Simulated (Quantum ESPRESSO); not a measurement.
# GaN (P6_3mc) in Quantum ESPRESSO: further runs

The runs below take GaN through dielectric tensor, with LDA, PBE.

Everything below comes from runs of Quantum ESPRESSO 7.5. Logs are shortened: lines on timing, memory, paths and dates and some standing lists are left out, and cuts for length are marked.

**1. Starting point**

It takes space group P6_3mc (No. 186, hexagonal). Conventional cell: a = 3.180 Å, b = 3.180 Å, c = 5.166 Å, α = 90.00°, β = 90.00°, γ = 120.00°. Ga (site symmetry 3m) has 4 N at 1.94 to 1.95 Å as nearest neighbours. N (site symmetry 3m) is surrounded by 4 Ga at 1.94 to 1.95 Å.

**2. Dielectric tensor, LDA**

Contents of pw.in:

```
&CONTROL
  calculation = 'scf'
  prefix = 'pwscf'
  outdir = './tmp'
  pseudo_dir = './pseudo'
  tprnfor = .true.
  tstress = .true.
  disk_io = 'low'
/
&SYSTEM
  ibrav = 0
  celldm(1) = 8
  nat = 4
  ntyp = 2
  ecutwfc = 56
  ecutrho = 448
  nbnd = 33
  occupations = 'smearing'
  smearing = 'fd'
  degauss = 0.00367493
/
&ELECTRONS
  conv_thr = 8d-10
  electron_maxstep = 120
  mixing_beta = 0.5
/
ATOMIC_SPECIES
Ga    69.7230 ga_lda_v1.4.uspp.F.UPF
N     14.0070 n_lda_v1.2.uspp.F.UPF
CELL_PARAMETERS alat
  0.7511661345387   0.0000000000000   0.0000000000000
 -0.3755830672694   0.6505289549650   0.0000000000000
  0.0000000000000   0.0000000000000   1.2202906449771
ATOMIC_POSITIONS crystal
Ga     0.6666666667    0.3333333333    0.5000000000
Ga     0.3333333333    0.6666666667    0.0000000000
N      0.6666666667    0.3333333333    0.8750000000
N      0.3333333333    0.6666666667    0.3750000000
K_POINTS automatic
6 6 4 0 0 1
```

Contents of gamma.in:

```
&CONTROL
  calculation = 'bands'
  prefix = 'pwscf'
  outdir = './tmp'
  pseudo_dir = './pseudo'
  disk_io = 'low'
  verbosity = 'high'
/
&SYSTEM
  ibrav = 0
  celldm(1) = 8
  nat = 4
  ntyp = 2
  ecutwfc = 56
  ecutrho = 448
  nbnd = 33
  occupations = 'smearing'
  smearing = 'fd'
  degauss = 0.00367493
/
&ELECTRONS
  conv_thr = 1d-08
  electron_maxstep = 120
  mixing_beta = 0.5
  diago_full_acc = .true.
  startingwfc = 'random'
/
ATOMIC_SPECIES
Ga    69.7230 ga_lda_v1.4.uspp.F.UPF
N     14.0070 n_lda_v1.2.uspp.F.UPF
CELL_PARAMETERS alat
  0.7511661345387   0.0000000000000   0.0000000000000
 -0.3755830672694   0.6505289549650   0.0000000000000
  0.0000000000000   0.0000000000000   1.2202906449771
ATOMIC_POSITIONS crystal
Ga     0.6666666667    0.3333333333    0.5000000000
Ga     0.3333333333    0.6666666667    0.0000000000
N      0.6666666667    0.3333333333    0.8750000000
N      0.3333333333    0.6666666667    0.3750000000
K_POINTS crystal
1
0.0 0.0 0.0 1
```

Contents of scf2.in:

```
&CONTROL
  calculation = 'scf'
  prefix = 'pwscf'
  outdir = './tmp'
  pseudo_dir = './pseudo'
  tprnfor = .true.
  tstress = .true.
  disk_io = 'low'
/
&SYSTEM
  ibrav = 0
  celldm(1) = 8
  nat = 4
  ntyp = 2
  ecutwfc = 56
  ecutrho = 448
  nbnd = 33
  occupations = 'fixed'
/
&ELECTRONS
  conv_thr = 1d-13
  electron_maxstep = 120
  mixing_beta = 0.5
  startingpot = 'file'
/
ATOMIC_SPECIES
Ga    69.7230 ga_lda_v1.4.uspp.F.UPF
N     14.0070 n_lda_v1.2.uspp.F.UPF
CELL_PARAMETERS alat
  0.7511661345387   0.0000000000000   0.0000000000000
 -0.3755830672694   0.6505289549650   0.0000000000000
  0.0000000000000   0.0000000000000   1.2202906449771
ATOMIC_POSITIONS crystal
Ga     0.6666666667    0.3333333333    0.5000000000
Ga     0.3333333333    0.6666666667    0.0000000000
N      0.6666666667    0.3333333333    0.8750000000
N      0.3333333333    0.6666666667    0.3750000000
K_POINTS automatic
6 6 4 0 0 1
```

Contents of ph.in:

```
dielectric of GaN
&INPUTPH
  prefix = 'pwscf'
  outdir = './tmp'
  tr2_ph = 1d-18
  fildyn = 'dyn'
  niter_ph = 90
  alpha_mix(1) = 0.7
  epsil = .true.
  trans = .false.
  zeu = .true.
/
0.0000000000 0.0000000000 0.0000000000
```

Potentials or basis: GBRV 1.5 LDA.

Run with:

```sh
OMP_NUM_THREADS=1 pw.x -in pw.in > pw.out
OMP_NUM_THREADS=1 pw.x -in gamma.in > gamma.out
OMP_NUM_THREADS=1 pw.x -in scf2.in > scf2.out
OMP_NUM_THREADS=1 ph.x -in ph.in > ph.out
```

pw.out:

```text
This program is part of the open-source Quantum ESPRESSO suite
     for quantum simulation of materials; please cite
[... 9 lines left out ...]
     --------------------
     sticks:   dense  smooth     PW     G-vecs:    dense   smooth      PW
     Sum        1123     559    163                48899    17333    2863

     Using Slab Decomposition

     bravais-lattice index     =            0
     lattice parameter (alat)  =       8.0000  a.u.
     unit-cell volume          =     305.3064 (a.u.)^3
     number of atoms/cell      =            4
     number of atomic types    =            2
     number of electrons       =        48.00
     number of Kohn-Sham states=           33
     kinetic-energy cutoff     =      56.0000  Ry
     charge density cutoff     =     448.0000  Ry
     scf convergence threshold =      8.0E-10
     mixing beta               =       0.5000
     number of iterations used =            8  plain     mixing
     Exchange-correlation= SLA  PZ   NOGX NOGC
                           (   1   1   0   0   0   0   0)

     celldm(1)=   8.000000  celldm(2)=   0.000000  celldm(3)=   0.000000
     celldm(4)=   0.000000  celldm(5)=   0.000000  celldm(6)=   0.000000

     crystal axes: (cart. coord. in units of alat)
               a(1) = (   0.751166   0.000000   0.000000 )
               a(2) = (  -0.375583   0.650529   0.000000 )
               a(3) = (   0.000000   0.000000   1.220291 )

     reciprocal axes: (cart. coord. in units 2 pi/alat)
               b(1) = (  1.331263  0.768605 -0.000000 )
               b(2) = (  0.000000  1.537211  0.000000 )
               b(3) = (  0.000000 -0.000000  0.819477 )

     PseudoPot. # 1 for Ga read from file:
     ga_lda_v1.4.uspp.F.UPF
     Pseudo is Ultrasoft + core correction, Zval = 19.0
     Generated by new atomic code, or converted to UPF format
     Using radial grid of  871 points,  6 beta functions with:
                l(1) =   0
                l(2) =   0
                l(3) =   1
                l(4) =   1
                l(5) =   2
                l(6) =   2
     Q(r) pseudized with  8 coefficients,  rinner =    1.250   1.250   1.250
                                                       1.250   1.250

     PseudoPot. # 2 for N  read from file:
     n_lda_v1.2.uspp.F.UPF
     Pseudo is Ultrasoft + core correction, Zval =  5.0
     Generated by new atomic code, or converted to UPF format
     Using radial grid of  729 points,  4 beta functions with:
                l(1) =   0
                l(2) =   0
                l(3) =   1
                l(4) =   1
     Q(r) pseudized with  8 coefficients,  rinner =    0.900   0.900   0.900

     atomic species   valence    mass     pseudopotential
     Ga               19.00    69.72300     Ga( 1.00)
     N                 5.00    14.00700     N ( 1.00)

     12 Sym. Ops. (no inversion) found ( 6 have fractional translation)

   Cartesian axes

     site n.     atom                  positions (alat units)
         1        Ga     tau(   1) = (   0.3755831   0.2168430   0.6101453  )
         2        Ga     tau(   2) = (  -0.0000000   0.4336860   0.0000000  )
         3        N      tau(   3) = (   0.3755831   0.2168430   1.0677543  )
         4        N      tau(   4) = (  -0.0000000   0.4336860   0.4576090  )

     number of k points=    14  Fermi-Dirac smearing, width (Ry)=  0.0037
                       cart. coord. in units 2pi/alat
        k(    1) = (   0.0000000   0.0000000   0.1024346), wk =   0.0277778
        k(    2) = (   0.0000000   0.0000000   0.3073038), wk =   0.0277778
        k(    3) = (   0.0000000   0.2562018   0.1024346), wk =   0.1666667
        k(    4) = (   0.0000000   0.2562018   0.3073038), wk =   0.1666667
        k(    5) = (   0.0000000   0.5124035   0.1024346), wk =   0.1666667
        k(    6) = (   0.0000000   0.5124035   0.3073038), wk =   0.1666667
        k(    7) = (   0.0000000  -0.7686053   0.1024346), wk =   0.0833333
        k(    8) = (   0.0000000  -0.7686053   0.3073038), wk =   0.0833333
        k(    9) = (   0.2218772   0.3843026   0.1024346), wk =   0.1666667
        k(   10) = (   0.2218772   0.3843026   0.3073038), wk =   0.1666667
        k(   11) = (   0.2218772   0.6405044   0.1024346), wk =   0.3333333
        k(   12) = (   0.2218772   0.6405044   0.3073038), wk =   0.3333333
        k(   13) = (   0.4437545   0.7686053   0.1024346), wk =   0.0555556
        k(   14) = (   0.4437545   0.7686053   0.3073038), wk =   0.0555556

     Dense  grid:    48899 G-vectors     FFT dimensions: (  45,  45,  72)

     Smooth grid:    17333 G-vectors     FFT dimensions: (  30,  30,  48)

     Check: negative core charge=   -0.000001

     Initial potential from superposition of free atoms

     starting charge      46.0000, renormalised to      48.0000
     Starting wfcs are   32 randomized atomic wfcs +    1 random wfcs

     Self-consistent Calculation

     iteration #  1     ecut=    56.00 Ry     beta= 0.50
     Davidson diagonalization with overlap
     ethr =  1.00E-02,  avg # of iterations =  4.6

     total energy              =    -865.29087981 Ry
     estimated scf accuracy    <      11.01258649 Ry

     iteration #  2     ecut=    56.00 Ry     beta= 0.50
     Davidson diagonalization with overlap
     ethr =  1.00E-02,  avg # of iterations =  2.0

     total energy              =    -870.02205966 Ry
     estimated scf accuracy    <       3.33291273 Ry

     iteration #  3     ecut=    56.00 Ry     beta= 0.50
     Davidson diagonalization with overlap
     ethr =  6.94E-03,  avg # of iterations =  2.0
[... 36 lines left out ...]
     total energy              =    -870.43411602 Ry
     estimated scf accuracy    <       0.00000162 Ry

     iteration #  9     ecut=    56.00 Ry     beta= 0.50
     Davidson diagonalization with overlap
     ethr =  3.37E-09,  avg # of iterations =  2.0

     total energy              =    -870.43411643 Ry
     estimated scf accuracy    <          7.0E-09 Ry

     iteration # 10     ecut=    56.00 Ry     beta= 0.50
     Davidson diagonalization with overlap
     ethr =  1.47E-11,  avg # of iterations =  3.7

     End of self-consistent calculation

          k = 0.0000 0.0000 0.1024 (  2159 PWs)   bands (ev):

   -81.6548 -81.6544 -81.6544 -81.6541 -81.6541 -81.6533  -5.2134  -4.3457
    -2.8287  -2.8169  -2.8169  -2.7567  -2.7567  -2.5521  -2.5521  -2.4564
    -2.4564  -1.2788   3.7646   9.6481   9.6481  10.1290  10.6431  10.6431
    13.0840  14.9111  19.6715  20.4410  20.4410  20.9387  22.1308  22.1308
    25.2676

          k = 0.0000 0.0000 0.3073 (  2142 PWs)   bands (ev):

   -81.6544 -81.6543 -81.6543 -81.6542 -81.6542 -81.6538  -4.8803  -4.5042
    -2.8069  -2.8069  -2.7817  -2.7817  -2.6811  -2.5169  -2.5169  -2.4776
    -2.4776  -2.1423   5.6269   7.9970   9.9295   9.9295  10.3416  10.3416
    14.4948  15.0430  19.1088  19.4061  20.6775  20.6775  21.3344  21.3344
    26.1675

          k = 0.0000 0.2562 0.1024 (  2161 PWs)   bands (ev):
[... 17 lines left out ...]
   -81.6552 -81.6550 -81.6546 -81.6544 -81.6543 -81.6536  -4.4975  -4.1977
    -2.7698  -2.7405  -2.6753  -2.6050  -2.6025  -2.5529  -2.5083  -2.4401
    -2.0907  -0.6044   4.5631   5.9117   6.6557   8.2960   9.4262   9.8566
    15.3093  16.3172  17.5032  18.9067  20.7842  21.2580  22.0448  23.6721
    23.7746

          k = 0.0000 0.5124 0.3073 (  2153 PWs)   bands (ev):

   -81.6552 -81.6551 -81.6545 -81.6544 -81.6541 -81.6537  -4.3531  -4.2302
    -2.7740  -2.7325  -2.6982  -2.6399  -2.5836  -2.5492  -2.4929  -2.4652
    -1.8226  -1.2393   4.8140   5.5455   7.7069   8.7093   9.1879   9.3498
    15.0787  15.9882  18.0152  18.6659  20.4524  20.9229  22.0180  23.0479
    24.5202

          k = 0.0000-0.7686 0.1024 (  2170 PWs)   bands (ev):

   -81.6555 -81.6553 -81.6547 -81.6544 -81.6542 -81.6537  -4.3324  -4.1748
    -2.7746  -2.7368  -2.6373  -2.6365  -2.5572  -2.5231  -2.4644  -2.4307
    -1.2104  -0.6587   4.0003   5.1350   6.6391   7.9296   8.5753   9.6005
    15.5310  15.6248  17.3568  18.9571  20.9566  21.0588  22.4143  24.0230
    24.4417

          k = 0.0000-0.7686 0.3073 (  2162 PWs)   bands (ev):

   -81.6555 -81.6554 -81.6546 -81.6545 -81.6540 -81.6538  -4.2475  -4.1824
    -2.7867  -2.7419  -2.6808  -2.6038  -2.5658  -2.5046  -2.4608  -2.4497
    -1.0807  -0.8442   3.7927   4.2763   8.0777   8.3686   9.0530   9.0554
    14.7144  15.4421  18.1588  18.5580  20.6123  20.7350  22.0706  23.4620
    24.9164

          k = 0.2219 0.3843 0.1024 (  2158 PWs)   bands (ev):

   -81.6550 -81.6549 -81.6546 -81.6544 -81.6543 -81.6535  -4.5972  -4.2135
    -2.7660  -2.7509  -2.6807  -2.6644  -2.5876  -2.5527  -2.5138  -2.4810
    -2.2858  -0.7039   4.6202   6.7050   6.9146   8.1803   9.5660   9.7751
    15.5955  17.4261  17.8150  18.2437  20.4722  20.8087  21.6209  23.6362
    24.4946

          k = 0.2219 0.3843 0.3073 (  2150 PWs)   bands (ev):

   -81.6550 -81.6549 -81.6545 -81.6544 -81.6541 -81.6537  -4.4186  -4.2606
    -2.7491  -2.7298  -2.7087  -2.6908  -2.5909  -2.5877  -2.4916  -2.4839
    -2.0325  -1.4263   5.3616   6.2532   7.8726   8.3419   9.0182   9.3720
    15.8468  16.8108  18.0065  18.3933  20.0027  20.4843  21.9360  22.7417
    25.3615
[... 19 lines left out ...]
   -81.6552 -81.6551 -81.6551 -81.6548 -81.6539 -81.6539  -4.2069  -4.2069
    -2.8141  -2.6316  -2.6316  -2.5919  -2.5552  -2.5552  -2.5267  -2.4850
    -0.6407  -0.6407   5.0740   5.0740   5.3560   7.7890   7.8651   7.8651
    15.8618  18.2695  18.2695  18.9217  20.1998  20.1998  23.5353  23.5414
    23.5414

          k = 0.4438 0.7686 0.3073 (  2178 PWs)   bands (ev):

   -81.6552 -81.6552 -81.6551 -81.6549 -81.6538 -81.6538  -4.1729  -4.1729
    -2.7356  -2.6896  -2.6896  -2.6283  -2.5346  -2.5331  -2.5170  -2.5170
    -0.6255  -0.6255   4.4805   4.4805   5.9419   6.9150   8.9445   8.9445
    17.1535  17.2925  17.2925  18.4151  19.6654  19.6654  23.9507  24.6065
    24.6065

     the Fermi energy is    11.7894 ev

!    total energy              =    -870.43411644 Ry
     estimated scf accuracy    <          6.0E-10 Ry
     smearing contrib. (-TS)   =      -0.00000000 Ry
     internal energy E=F+TS    =    -870.43411644 Ry

     The total energy is F=E-TS. E is the sum of the following terms:
     one-electron contribution =    -672.43597480 Ry
     hartree contribution      =     361.19752251 Ry
     xc contribution           =    -106.44445572 Ry
     ewald contribution        =    -452.75120843 Ry

     convergence has been achieved in  10 iterations

     Forces acting on atoms (cartesian axes, Ry/au):

     atom    1 type  1   force =     0.00000000    0.00000000   -0.00495560
     atom    2 type  1   force =    -0.00000000    0.00000000   -0.00495560
     atom    3 type  2   force =    -0.00000000   -0.00000000    0.00495560
     atom    4 type  2   force =    -0.00000000   -0.00000000    0.00495560

     Total force =     0.009911     Total SCF correction =     0.000007

     Computing stress (Cartesian axis) and pressure

          total   stress  (Ry/bohr**3)                   (kbar)     P=      -36.39
  -0.00029555  -0.00000000   0.00000000          -43.48       -0.00        0.00
  -0.00000000  -0.00029555   0.00000000           -0.00      -43.48        0.00
   0.00000000   0.00000000  -0.00015095            0.00        0.00      -22.21

=------------------------------------------------------------------------------=
   JOB DONE.
=------------------------------------------------------------------------------=
```

Run time: 8.3 min. Hardware: 1 thread of Intel Xeon at 2.50GHz (Skylake/Cascade Lake), shared host; peak memory 0.24 GiB.

Results:

```
Free energy                             : -11842.8595 eV
Pressure                                : -3.7 GPa
Largest force                           : 0.127 eV/Å
Electronic dielectric tensor (diagonal) : 6.03, 6.03, 5.72
Born charges (mean of the diagonal)     : Ga +2.64; N -2.68 e
```

Forces on the atoms (eV/Å):
```
Ga   0.000  0.000 -0.127
Ga   0.000  0.000 -0.127
N    0.000  0.000  0.127
N    0.000  0.000  0.127
```

Stress tensor (GPa, compression positive):
```
-4.42  0.00  0.00
 0.00 -4.42  0.00
 0.00  0.00 -2.29
```

Electronic dielectric tensor:
```
6.03 0.00 0.00
0.00 6.03 0.00
0.00 0.00 5.72
```

Born effective charge tensors (e):
atom 1, Ga
```
2.60 0.00 0.00
0.00 2.60 0.00
0.00 0.00 2.73
```
atom 2, Ga
```
2.60 0.00 0.00
0.00 2.60 0.00
0.00 0.00 2.73
```
atom 3, N
```
-2.66  0.00  0.00
 0.00 -2.66  0.00
 0.00  0.00 -2.72
```
atom 4, N
```
-2.66  0.00  0.00
 0.00 -2.66  0.00
 0.00  0.00 -2.72
```

Caveat: the mesh is thin for the dielectric tensor, Born charges and intensities, which usually come out too large; the cell is more than 3 GPa from zero pressure, which shifts response properties; the Born charges break their sum rule by 0.08 e, a sign of too thin a mesh.

(Part 1 of 2 ends here.)
